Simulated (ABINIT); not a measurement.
GaN:

```
Ga N
1.0
     0.00000    2.25350    2.25350
     2.25350    0.00000    2.25350
     2.25350    2.25350    0.00000
Ga N
1 1
Direct
  0.00000 0.00000 0.00000
  0.25000 0.25000 0.25000
```

The cell is a database's computed one.

Base run:

* Program: ABINIT 10.8.3 (patched build)
* Functional: PBE0
* Potentials or basis: SPMS NC PBE v1.0
* Cutoff: 952 eV
* k mesh: 6 × 6 × 6
* Occupations: fermi-dirac, width 0.05 eV
* Spin: no spin polarisation

Its results: band gap on the k mesh 2.94 eV, direct.

Q: After a change of settings the same cell gave: band gap on the k mesh 3.74 eV, direct. Which change was it?
A. share of exact exchange from 0.15 to 0.05
B. share of exact exchange from 0.15 to 0.35
C. share of exact exchange from 0.15 to 0.25
D. share of exact exchange from 0.15 to 0.5

A: C.

Caveats: exact exchange is summed on a coarse mesh, which widens gaps by tenths of an eV.
